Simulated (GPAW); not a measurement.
# WS2 (R3m) in GPAW: reference runs

Aim: a first look at WS2 with PBE, on the cell as given.

All numbers are computed with GPAW 26.7.0; they aren't measurements. Logs are shortened: lines on timing, memory, paths and dates and some standing lists are left out, and cuts for length are marked. The log counts tension as positive stress, the text compression.

## (1) The structure

Symmetry: R3m, No. 160, trigonal system. Conventional cell: a = 3.158 Å, b = 3.158 Å, c = 18.490 Å, α = 90.00°, β = 90.00°, γ = 120.00°. W (site symmetry 3m) has 6 S at 2.39 to 2.42 Å as nearest neighbours. S (site symmetry 3m) has 3 W at 2.42 Å as nearest neighbours. Around S (site symmetry 3m) lie 3 W at 2.39 Å.

Measurements of this composition are mostly on another form, of space group No. 194.

## (2) Single point, PBE

Input file run.py:

```python
from ase import Atoms
from ase.dft.bandgap import bandgap
from ase.io import write
from ase.units import GPa
from gpaw import GPAW, PW

atoms = Atoms(['W', 'S', 'S'],
              cell=[[1.579, 0.9116360751, 6.1633333333],
                    [-1.579, 0.9116360751, 6.1633333333],
                    [0.0, -1.8232721501, 6.1633333333]],
              scaled_positions=[[0.0, 0.0, 0.0],
                                [0.581, 0.581, 0.581],
                                [0.7503, 0.7503, 0.7503]],
              pbc=True)

calc = GPAW(mode=PW(600),
            xc='PBE',
            kpts={'size': (10, 10, 10), 'gamma': True},
            occupations={'name': 'fermi-dirac', 'width': 0.05},
            nbands=25,
            convergence={'density': 1e-05, 'energy': 1e-05},
            maxiter=150,
            txt='gpaw.txt')
atoms.calc = calc
energy = atoms.get_potential_energy()
forces = atoms.get_forces()
stress = atoms.get_stress()
calc.write('gs.gpw')
write('result.traj', atoms)
print(f'Energy: {energy:.6f} eV')
print('Forces (eV/A):')
print(forces.round(4))
print('Stress (GPa):', (stress / GPa).round(3))
print('Fermi level:', round(calc.get_fermi_level(), 4), 'eV')
print(f'Gap: {bandgap(calc)[0]:.4f} eV, direct: {bandgap(calc, direct=True)[0]:.4f} eV')
```

Potentials or basis: GPAW PAW data sets (gpaw-data 1.2.1), pw.

Run with:

```bash
OMP_NUM_THREADS=1 python run.py
```

gpaw.txt:

```text
__  _  _
 | _ |_)|_||  |
 |__||  | ||/\| - 26.7.0

Input parameters:
  mode=PW(ecut=600.0),
  convergence={'density': 1e-05, 'energy': 1e-05},
  kpts=MonkhorstPack(size=(10, 10, 10), gamma=True),
  maxiter=150,
  nbands=25,
  occupations=Occupations(name='fermi-dirac', width=0.05),
  xc=XC(name='PBE')

Diagonalizing LCAO Hamiltonian
Converting LCAO to pw mode

       S

       S

       W

Atoms  # Å, Bohr magnetons
|   | symbol |        x |        y |         z |    initial magnetic moments |
|---|--------|----------|----------|-----------|-----------------------------|
| 0 |      W | 0.000000 | 0.000000 |  0.000000 | ( 0.0000,  0.0000,  0.0000) |
| 1 |      S | 0.000000 | 0.000000 | 10.742690 | ( 0.0000,  0.0000,  0.0000) |
| 2 |      S | 0.000000 | 0.000000 | 13.873047 | ( 0.0000,  0.0000,  0.0000) |

Unit cell  # Å
| periodic |         x |         y |        z |  lengths |    angles |
|----------|-----------|-----------|----------|----------|-----------|
|      yes |  1.579000 |  0.911636 | 6.163333 | 6.427363 | 28.442674 |
|      yes | -1.579000 |  0.911636 | 6.163333 | 6.427363 | 28.442674 |
|      yes |  0.000000 | -1.823272 | 6.163333 | 6.427363 | 28.442674 |

Number of symmetries: 6
Symmetry operations  # r_c * U_cc + t_c -> r_c
|   | kind |            matrix            |
|---|------|------------------------------|
| 0 |  E   |  1, 0, 0,  0, 1, 0,  0, 0, 1 |
| 1 |  σ   |  1, 0, 0,  0, 0, 1,  0, 1, 0 |
| 2 |  σ   |  0, 1, 0,  1, 0, 0,  0, 0, 1 |
| 3 |  C3  |  0, 1, 0,  0, 0, 1,  1, 0, 0 |
| 4 |  C3  |  0, 0, 1,  1, 0, 0,  0, 1, 0 |
| 5 |  σ   |  0, 0, 1,  0, 1, 0,  1, 0, 0 |

BZ-sampling:
  Number of BZ points: 1000
  Number of IBZ points: 116

  Monkhorst-Pack size: [10, 10, 10]
  Monkhorst-Pack shift: [0.05, 0.05, 0.05]

K-points  # in reciprocal-cell coordinates
|     |                                coordinates |     weight |
|-----|--------------------------------------------|------------|
|   0 | (  0.00000000,   0.00000000,   0.00000000) | 0.00100000 |
|   1 | (  0.10000000,   0.00000000,  -0.10000000) | 0.00600000 |
|   2 | (  0.10000000,   0.00000000,   0.00000000) | 0.00600000 |
|   3 | (  0.10000000,   0.10000000,  -0.10000000) | 0.00600000 |
|   4 | (  0.10000000,   0.10000000,   0.00000000) | 0.00600000 |
|   5 | (  0.10000000,   0.10000000,   0.10000000) | 0.00200000 |
|   6 | (  0.20000000,  -0.10000000,  -0.10000000) | 0.00600000 |
|   7 | (  0.20000000,   0.00000000,  -0.20000000) | 0.00600000 |
|   8 | (  0.20000000,   0.00000000,  -0.10000000) | 0.01200000 |
|   9 | (  0.20000000,   0.00000000,   0.00000000) | 0.00600000 |
| ... |                                            |            |
| 115 | (  0.50000000,   0.50000000,   0.50000000) | 0.00100000 |

Plane wave coefficients: 1800
Cutoff: 600.0 eV

Spin-components: 1 (collinear spins)
Bands:           25
Projectors:      16
Spin-degeneracy: 2
Datatype:        complex128

Density:
  Valence electrons: 26.0
  Components: 1
  Grid points: [40 40 40]
  Charge: 0.0  # |e|

Potential:
  Grid points: [40 40 40]

species:
  W:
    name:    Tungsten
    Z:       74.0
    valence: 14
    core:    60
    charge:  0.0  # [|e|]
    compensation charges:
      type: gauss
      rc: 0.40  # [Å]
      lmax: 2
    cutoffs:
      filter: 2.36  # [Å]
      core: 3.02  # [Å]
    projectors
    | kind |    occ | energy [eV] | rcut [Å] |
    |------|--------|-------------|----------|
    |   5s |  2.000 |     -78.830 |    1.344 |
    |   6s |  2.000 |      -5.697 |    1.344 |
    |   5p |  6.000 |     -43.233 |    1.355 |
    |   6p |  0.000 |      -1.367 |    1.355 |
    |   5d |  4.000 |      -4.494 |    1.228 |
    |    d |        |      22.717 |    1.228 |

    Using partial waves for W as LCAO basis

  S:
    name:    Sulfur
    Z:       16.0
    valence: 6
    core:    10
    charge:  0.0  # [|e|]
    compensation charges:
      type: gauss
      rc: 0.24  # [Å]
      lmax: 2
    cutoffs:
      filter: 1.77  # [Å]
      core: 1.66  # [Å]
    projectors
    | kind |    occ | energy [eV] | rcut [Å] |
    |------|--------|-------------|----------|
    |   3s |  2.000 |     -17.254 |    0.974 |
    |   3p |  4.000 |      -7.008 |    0.979 |
    |    s |        |       9.957 |    0.974 |
    |    p |        |      20.203 |    0.979 |
    |    d |        |       0.000 |    0.900 |

    Using partial waves for S as LCAO basis

Reference energy: -460486.911450  # eV

eigensolver:
  PPCG
  Converge bands: occupied
  niter=2

density mixing:
  MSR1-Mixer
  Pratt-step length: 0.05
  Maximum mixing coefficient: 0.75
  Old densities: 10
  SVD Regularization: 0.005
  Good broyden scale: 1.0
  Trust region scale: 1.0
  Backstep threshold: 4.0
  History deletion threshold: 6.0
  Fourier metric: weight=20.0, sigma=0.015

occupation numbers:
  Fermi-Dirac:
    width: 0.0500  # eV

poisson solver:
  ecut: 4800.0  # eV

xc functional:
[... 9 lines left out ...]
|iter     | |      energy | eigst |  dens |
|---------|-|-------------|-------|-------|
|iter:   1| |  -22.535756 | +0.19 |       |
|iter:   2| |  -22.481303 | -1.86 | -1.17 |
|iter:   3| |  -22.240787 | -1.74 | -1.22 |
|iter:   4| |  -22.239812 | -2.49 | -1.61 |
|iter:   5| |  -22.193600 | -3.16 | -1.70 |
|iter:   6| |  -22.194262 | -3.87 | -2.12 |
|iter:   7| |  -22.194310 | -5.21 | -3.02 |
|iter:   8| |  -22.194248c| -5.79 | -3.26 |
|iter:   9| |  -22.194248c| -7.17 | -3.78 |
|iter:  10| |  -22.194248c| -7.62c| -4.52 |
|iter:  11| |  -22.194248c| -8.43c| -5.33c|

Converged in 11 steps
Energy contributions relative to reference atoms: (reference = -460486.911450)

Energy contributions:
  Kinetic:          19.854633
  Coulomb:         -21.281746
  Zero:              0.188053
  External:          0.000000
  Xc:              -20.955188
  Entropy:          -0.000000
  Spinorbit:         0.000000
  ----------------------------
  Free energy:     -22.194248
  Extrapolated:    -22.194248

dipole moment: (0.000000, -0.000000, -51.729307)  # |e|*Ang

Fermi level: 9.342
Eigenvalues  # (at kpt = [0.000, 0.000, 0.000])
| band index |      eig [eV] | occ [0-2] |
|------------|---------------|-----------|
|          0 |       -65.586 |     2.000 |
|        ... |               |           |
|          5 |        -4.832 |     2.000 |
|          6 |         1.208 |     2.000 |
|          7 |         5.314 |     2.000 |
|          8 |         5.314 |     2.000 |
|          9 |         6.569 |     2.000 |
|         10 |         6.569 |     2.000 |
[... 8 lines left out ...]
|         19 |        17.354 |     0.000 |
|         20 |        18.777 |     0.000 |
|        ... |               |           |
|         24 |        21.702 |     0.000 |

Gap: 1.060 eV
Transition (v -> c):
  (s=0, k=115, n=12, [0.50, 0.50, 0.50]) -> (s=0, k=7, n=13, [0.20, 0.00, -0.20])
Direct/indirect transitions are different
Direct gap: 2.233 eV
Transition at: (s=0, k=57, n=12, [0.40, 0.10, -0.20])

Forces  # eV/Ang
|        x |        y |        z |
|----------|----------|----------|
|  0.00000 | -0.00000 | -0.61509 |  # W    0
|  0.00000 |  0.00000 |  0.08572 |  # S    1
| -0.00000 |  0.00000 |  0.52932 |  # S    2

Stress tensor  # eV/Ang^3
|         x |         y |         z |
|-----------|-----------|-----------|
| -0.027347 |  0.000000 | -0.000000 |
|  0.000000 | -0.027347 |  0.000000 |
| -0.000000 |  0.000000 | -0.031361 |

# Writing to gs.gpw (mode='')
```

It took 7.8 min on 1 thread of AMD EPYC, shared host; peak memory 0.35 GiB.

Results:

* Free energy: -22.1942 eV
* Pressure: 4.6 GPa
* Largest force: 0.615 eV/Å
* Band gap on the k mesh: 1.06 eV, indirect (least direct gap 2.23 eV)

Forces in eV/Å, atoms in the order of the input:
```
W    0.000  0.000 -0.615
S    0.000  0.000  0.086
S    0.000  0.000  0.529
```

Caveat: spin-orbit coupling is left out, which moves the levels of the heavy elements; the program warned that so skewed a cell can give wrong results.
